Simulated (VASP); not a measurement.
## A VASP 6.6.1 single-point calculation on HgTe

INCAR

```
NBANDS = 16
IBRION = -1
LASPH = .TRUE.
ENCUT = 520
ISYM = 0
GGA = PE
SIGMA = 0.02
PREC = Accurate
NELM = 120
LCHARG = .FALSE.
LWAVE = .FALSE.
EDIFF = 1E-7
NSW = 0
LREAL = .FALSE.
ISMEAR = -1
ISIF = 2
```

KPOINTS

```
KPOINTS created by Atomic Simulation Environment
0
Monkhorst-Pack
4 4 4
0 0 0
```

POSCAR

```
Hg Te
 1.0000000000000000
     0.0000000000000000    3.2233747286000001    3.2233747286000001
     3.2233747286000001    0.0000000000000000    3.2233747286000001
     3.2233747286000001    3.2233747286000001    0.0000000000000000
 Hg  Te
   1   1
Cartesian
  0.0000000000000000  0.0000000000000000  0.0000000000000000
  1.6116873642999998  1.6116873642999998  1.6116873642999998
```

The recommended PBE PAW datasets give the neutral cell 18 valence electrons.

Command

```
mpirun -np 1 vasp_std
```

Problem. Predict the outcome of this run.

Solution. It converged. Results: gap between bands v and c on the k mesh 0.85 eV; least direct gap on the k mesh 0.85 eV; pressure 4.2 GPa. Band v is the last that the valence electrons fill when counted band by band, and c is the next.

OSZICAR

```
N       E                     dE             d eps       ncg     rms          rms(c)
DAV:   1     0.105512557392E+03    0.10551E+03   -0.80941E+03  4120   0.977E+02
DAV:   2    -0.147700158297E+00   -0.10566E+03   -0.98808E+02  4784   0.228E+02
DAV:   3    -0.374989739400E+01   -0.36022E+01   -0.35942E+01  5096   0.438E+01
DAV:   4    -0.378348394209E+01   -0.33587E-01   -0.33585E-01  6000   0.381E+00
DAV:   5    -0.378357794596E+01   -0.94004E-04   -0.94004E-04  5464   0.182E-01    0.780E+00
DAV:   6    -0.357801457163E+01    0.20556E+00   -0.39931E-01  4800   0.862E+00    0.615E+00
DAV:   7    -0.357020903044E+01    0.78055E-02   -0.10180E-01  4608   0.219E+00    0.222E+00
DAV:   8    -0.356939278792E+01    0.81624E-03   -0.11157E-02  4376   0.122E+00    0.551E-01
DAV:   9    -0.356940852991E+01   -0.15742E-04   -0.74023E-04  5152   0.316E-01    0.133E-01
DAV:  10    -0.356943814433E+01   -0.29614E-04   -0.87524E-05  5000   0.821E-02    0.507E-02
DAV:  11    -0.356945402150E+01   -0.15877E-04   -0.38525E-05  4752   0.486E-02    0.418E-02
DAV:  12    -0.356945174379E+01    0.22777E-05   -0.46272E-06  4432   0.199E-02    0.208E-02
DAV:  13    -0.356945154846E+01    0.19533E-06   -0.71122E-07  4976   0.417E-03    0.781E-03
DAV:  14    -0.356945140737E+01    0.14109E-06   -0.36291E-07  4104   0.590E-03    0.439E-03
DAV:  15    -0.356945141976E+01   -0.12393E-07   -0.43182E-08  2288   0.159E-03
   1 F= -.35694514E+01 E0= -.35694514E+01  d E =-.429033E-10
```

Standard output (part)

```
POSCAR found type information on POSCAR HgTe
 POSCAR found :  2 types and       2 ions
 LDA part: xc-table for (Slater+PW92), standard interpolation
 POSCAR, INCAR and KPOINTS ok, starting setup
 WAVECAR not read
 entering main loop
```

These settings aren't sound, so the numbers aren't properties of the crystal. The shifted mesh misses Γ, so a band edge there is missed.

On sound settings PBE gives a gap of 0.00 eV on its mesh and a pressure of 4.2 GPa for the intended cell.
